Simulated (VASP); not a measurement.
# TaSi2 and the effect of the choice of potentials or basis

The cell as given:

Space group P6_222 (No. 180). a = 4.780 Å, b = 4.780 Å, c = 6.564 Å, α = 90.00°, β = 90.00°, γ = 120.00°
```csv
atom,site,symmetry,x,y,z
Ta,3d,222,0.0000,0.5000,0.1667
Si,6j,..2,0.3333,0.1666,0.1667
```

Kept alike: task relaxation of cell and atoms; functional PBE; k mesh 5 × 5 × 3; occupations fermi-dirac, width 0.05 eV; no spin polarisation. Program: VASP, cutoff 600 eV. The mesh is that of the run's cell of 9 atoms. No spin-orbit coupling.

| choice of potentials or basis | volume (Å³/atom) | first edge of the run's cell (Å) |
| --- | --- | --- |
| Si, Ta | 14.655 | 4.812 |
| Si, Ta_pv | 14.681 | 4.816 |
| Si_GW, Ta_sv_GW | 14.671 | 4.814 |

The relaxations keep at least the cell's symmetry (P6_222). For a metal such a mesh leaves the last digits unconverged. Relaxations stop with a little pressure left, so the last digits of a volume or edge aren't settled.

What does the choice of potentials or basis change here?

The volume runs from 14.655 (Si, Ta) to 14.681 Å³/atom (Si, Ta_pv). The first edge of the run's cell runs from 4.812 (Si, Ta) to 4.816 Å (Si, Ta_pv).
